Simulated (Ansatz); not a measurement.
A 4-atom cell of AlN started from a crystallographic database, relaxed with r2SCAN: it is hexagonal, P6_3mc (No. 186); conventional cell a = 3.107 Å, c = 4.979 Å, 10.40 Å³ an atom. Around Al lie 4 N at 1.89–1.90 Å; around N lie 4 Al at 1.89–1.90 Å. One-shot G0W0@PBE in the PAW code Ansatz on a 6×6×4 mesh (contour deformation, no spin-orbit coupling), from a PBE gap of 4.232 eV over the mesh points (the G0W0 gap is direct on the mesh); the number N of bands summed and the screening cutoff rise together. Spin-unpolarised throughout; all numbers are computed.

```
  N  cutoff (eV)  1000/N  G0W0 gap (eV)
 75           80  13.333          5.666
164          140   6.098          5.876
```

Lay a straight line in 1000/N through these rows.
The slope is -0.0290 eV per unit of 1000/N and the intercept 6.053 eV.

Predict the gap at N = 295 (210 eV).
6.053 + (-0.0290) × 3.390 = 5.955 eV; the run gives 5.943 eV, -0.012 eV from the line.

With that run's result added, what limit do the last two rows suggest?
Their slope is (5.943 − 5.876)/(3.390 − 6.098) = -0.0247, which meets 1/N = 0 at 6.03 eV, against 6.053 eV from the first line. The slope flattens, so the first line overshoots; the k mesh isn't extrapolated.
